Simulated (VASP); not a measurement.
## Sn: relaxation of cell and atoms with PBE+D4

Crystal: Sn.

```
CELL_PARAMETERS angstrom
-1.89465 1.89465 1.89465
1.89465 -1.89465 1.89465
1.89465 1.89465 -1.89465
ATOMIC_POSITIONS crystal
Sn 0.00000 0.00000 0.00000
```

This isn't the form of Sn at room conditions, which is tetragonal (white tin).

```
Program                : VASP 6.6.1
Task                   : relaxation of cell and atoms
Functional             : PBE
Dispersion             : D4
Potentials or basis    : VASP PAW PBE potentials, release 64 (Sn_d)
Cutoff                 : 600 eV
k mesh                 : 10 × 10 × 10
Occupations            : fermi-dirac, width 0.05 eV
Spin                   : no spin polarisation
Further INCAR settings : ALGO = Normal; EDIFF = 1e-06; IBRION = 2; EDIFFG = -0.01; NSW = 60; ISIF = 3
```

```
Relaxed volume                         : 26.23 Å³/atom
Relaxed cell                           : a = 3.242 Å, b = 3.242 Å, c = 3.242 Å, α = 109.47°, β = 109.47°, γ = 109.47°
Space group after relaxing (to 0.05 Å) : Im-3m (No. 229)
Energy gained by relaxing              : 5.3 meV/atom
Ionic steps                            : 3
Pressure after relaxing                : 0.0 GPa
Band gap on the k mesh                 : none (metal or under the smearing width)
Dispersion energy per atom             : -0.436 eV
```

The path:
```tsv
step	energy change (eV)	largest force (eV/Å)	pressure (GPa)	volume (Å³)
1	0.0000	0.0000	-1.65	27.20
2	-0.0052	0.0000	0.25	26.11
3	-0.0053	0.0000	0.02	26.23
```

Final structure:
```cif
data_structure
_symmetry_space_group_name_H-M 'P 1'
_symmetry_Int_Tables_number 1
_cell_length_a 3.2421
_cell_length_b 3.2421
_cell_length_c 3.2421
_cell_angle_alpha 109.471
_cell_angle_beta 109.471
_cell_angle_gamma 109.471
_cell_volume 26.23
loop_
_atom_site_label
_atom_site_type_symbol
_atom_site_fract_x
_atom_site_fract_y
_atom_site_fract_z
_atom_site_occupancy
Sn1 Sn 0.00000 0.00000 0.00000 1
```

Levels at points of the mesh, in eV from the Fermi level:
```csv
k point,band 4,band 5,band 6,band 7,band 8,band 9,band 10,band 11
"(0.00, 0.00, 0.00)",-21.42,-21.42,-11.33,8.32,8.32,8.32,12.21,12.21
"(0.50, 0.00, 0.00)",-21.43,-21.33,-6.43,-4.59,3.75,5.59,8.18,8.39
"(0.50, 0.50, 0.50)",-21.35,-21.35,-2.24,-0.50,-0.50,-0.50,3.84,3.84
```

It took 46 s on 1 thread of Intel(R) Xeon(R) Platinum 8259CL CPU @ 2.50GHz (Skylake/Cascade Lake), with other jobs on the host, peak memory 0.17 GiB.

Caveat: pairwise dispersion overbinds metals, which lowers pressure and volume.
